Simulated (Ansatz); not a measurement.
**Zr₃N₄, one structure, two calculations**

Cell: an entry of the Crystallography Open Database (COD) whose atoms were relaxed with PBE, the cell held.

Space group I-43d (No. 220); a = 6.7400 Å.

| site | Wyckoff | site symmetry | x | y | z |
| --- | --- | --- | --- | --- | --- |
| Zr | 12a | -4.. | 0.3750 | 0.0000 | 0.2500 |
| N | 16c | .3. | 0.0687 | 0.0687 | 0.0687 |

One atom of each set is listed; the run and its k-mesh use a cell of 14 atoms with edges of 5.84, 5.84, 5.84 Å.

First run. The numbers come from a DFT calculation in Ansatz (PBE, plane waves and PAW, scalar-relativistic, 420 eV cutoff, Γ-centred 6×6×6 k-points, Fermi–Dirac smearing 0.02 eV).

| site | V_zz (10²¹ V/m²) | η |
| --- | --- | --- |
| Zr | 9.98 | 0.00 |
| N | 0.57 | 0.00 |

Second run. The same atoms and settings, except that the gradients are read without the response of the frozen cores to their surroundings (frozen_core: stored), which the first run includes.

Q: Given the first result, estimate the second.

A: 

```csv
site,V_zz,η,change of V_zz
Zr,9.92,0.00,-0.06
N,0.59,0.00,+0.02
```

The largest change of V_zz is on Zr, from 9.98 to 9.92. In per cent, |V_zz| changes by -1 on Zr, +3 on N (all sites that start above 0.5).

Without spin–orbit coupling (the program notes it for Zr) the gradients can shift somewhat, as the gap is small. With a gap of 0.7 eV on this mesh, small gradients can still move by 0.1 × 10²¹ V/m² or more as the k-mesh gets denser.
